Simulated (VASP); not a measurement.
W: single point with r2SCAN

Crystal: W.

```
W
1.0
     3.67472    0.00000    0.00000
    -1.83736    3.18240    0.00000
     0.00000    0.00000    4.16909
W
3
Direct
  0.22540 0.00000 0.33333
  0.00000 0.22540 0.66667
  0.77460 0.77460 0.00000
```

The cell was built by a generator and needn't be a form met in nature.

* Program: VASP 6.6.1
* Task: single point
* Functional: r2SCAN
* Potentials or basis: VASP PAW PBE potentials, release 64 (W_sv)
* Cutoff: 520 eV
* k mesh: 6 × 6 × 4
* Occupations: gaussian, width 0.1 eV
* Spin: no spin polarisation

```yaml
Pressure: 108.9 GPa
Largest_force: 19.579 eV/Å
Band_gap_on_the_k_mesh: none (metal or under the smearing width)
```

Forces in eV/Å, atoms in the order of the input:
```
W    19.579   0.000   0.000
W    -9.790  16.956   0.000
W    -9.790 -16.956   0.000
```

Stress tensor (GPa, compression positive):
```
 86.03   0.00   0.00
  0.00  86.03   0.00
  0.00   0.00 154.56
```

Levels at points of the mesh, in eV from the Fermi level:
| k point | band 19 | band 20 | band 21 | band 22 | band 23 | band 24 |
| --- | --- | --- | --- | --- | --- | --- |
| (0.00, 0.00, 0.00) | -2.25 | -0.79 | -0.79 | 1.69 | 1.78 | 1.78 |
| (0.50, 0.00, 0.00) | -2.47 | -1.74 | -0.75 | 0.27 | 1.68 | 1.81 |
| (0.00, 0.00, 0.50) | -2.86 | -2.86 | -2.07 | -0.01 | 1.84 | 1.84 |
| (0.50, 0.00, 0.50) | -1.87 | -0.74 | -0.06 | 0.00 | 0.58 | 0.79 |

Wall time 60 s on 1 thread of Intel(R) Xeon(R) Platinum 8488C (Sapphire Rapids), on a shared host, peak memory 0.18 GiB.

Caveat: the k mesh is coarse (spacing up to 0.38 Å⁻¹), so the values aren't converged; a pressure of tens of GPa on the cell as given is suspect, and the run, the potentials or the cell itself is likely at fault; the PAW data sets were made with another functional, which shifts forces and pressure a little. Spin-orbit coupling is left out, which matters for the levels of W.
